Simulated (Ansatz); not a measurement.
Starting structure of a cell relaxation (symmetry kept):

```
CELL_PARAMETERS angstrom
2.39157 0.00000 0.00000
0.00000 2.39157 0.00000
0.00000 0.00000 2.39245
ATOMIC_POSITIONS crystal
P 0.00000 0.00000 0.00000
```

The calculation used DFT PBEsol+D3(BJ), scalar-relativistic, plane waves, PAW (Ansatz 0.2.0).

Plane waves to 420 eV, a k mesh through Γ of 18×18×18 on the computed 1-atom cell and Gaussian smearing (0.10 eV); no spin polarisation.

**Question.** What does it relax to?

**Answer.** The volume falls by 0.02 Å³/atom to 13.66 Å³/atom, and the energy changes by under 0.1 meV/atom. Final structure:
```cif
data_structure
_symmetry_space_group_name_H-M 'Pm-3m'
_symmetry_Int_Tables_number 221
_cell_length_a 2.3905
_cell_length_b 2.3905
_cell_length_c 2.3905
_cell_angle_alpha 90.000
_cell_angle_beta 90.000
_cell_angle_gamma 90.000
_cell_volume 13.66
loop_
_atom_site_label
_atom_site_type_symbol
_atom_site_symmetry_multiplicity
_atom_site_Wyckoff_symbol
_atom_site_fract_x
_atom_site_fract_y
_atom_site_fract_z
_atom_site_occupancy
P1 P 1 a 0.00000 0.00000 0.00000 1
```

This simple cubic form isn't the element's structure at ambient conditions.